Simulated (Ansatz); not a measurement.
Reaction (hydrogen abstraction from the O–H bond): `CB(O)F` + `F[C](F)F`• → `CB([O])F`• + `FC(F)F`

Program: Ansatz. Geometries: PBE0-D4/def2-TZVP. ΔE: electronic, gas phase. CBS: MP2 limit from def2 TZ/QZ plus the TZ coupled-cluster correction, frozen cores. This one scheme is used for every species. DFT in def2-TZVPP. Open shells (•) are unrestricted, without spin–orbit coupling. One conformer a species, not always the lowest.

| species | revPBE energy (Eh) |
| --- | --- |
| `CB(O)F` | -240.58220 |
| `F[C](F)F`• | -337.60852 |
| `CB([O])F`• | -239.89765 |
| `FC(F)F` | -338.27990 |

**Question.** Work out ΔE.

**Answer.** ΔE = (-239.89765) + (-338.27990) − (-240.58220) − (-337.60852) = 0.01317 Eh = +0.36 eV. CCSD(T)/CBS gives +0.42 eV.

Largest T1 diagnostic among the species: 0.018.

From BLYP to BHLYP (50 % exact exchange), in def2-TZVPP and without D4, ΔE moves by −0.08 eV. Leaving LDA and LC-ωPBE aside and taking each functional with its dispersion term where it has one, the values, not all of them listed here, spread over 0.21 eV, from BHLYP-D4 to PBE-QIDH. LDA lies +0.18 eV from PBE without D4. In def2-TZVPP, CCSD(T) changes the Hartree–Fock value by +0.40 eV (the triples alone add +0.04 eV) and MP2 by +0.68 eV.
